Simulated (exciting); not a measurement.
The system is CdTe.

```
Te Cd
1.0
     0.00000    3.20500    3.20500
     3.20500    0.00000    3.20500
     3.20500    3.20500    0.00000
Te Cd
1 1
Cartesian
  4.8075 4.8075 4.8075
  0.0000 0.0000 0.0000
```

Base run:

```yaml
Program: exciting (release sodium)
Functional: PBE
Potentials_or_basis: all-electron LAPW+lo, shipped species files, valence relativity iora*
rgkmax: 9
k_mesh: 7 × 7 × 7
Occupations: fermi-dirac, width 0.05 eV
Spin: no spin polarisation
```

Its results: band gap on the k mesh 0.87 eV, direct.

Question: The run is repeated on the same cell with these changes: functional from PBE to LDA. What comes out?

Answer: Band gap on the k mesh 0.61 eV, direct.

Caveats: spin-orbit coupling is left out, which moves the levels of the heavy elements; the tetrahedron DOS on this energy grid can lose part of the weight of narrow d or f bands (some runs).
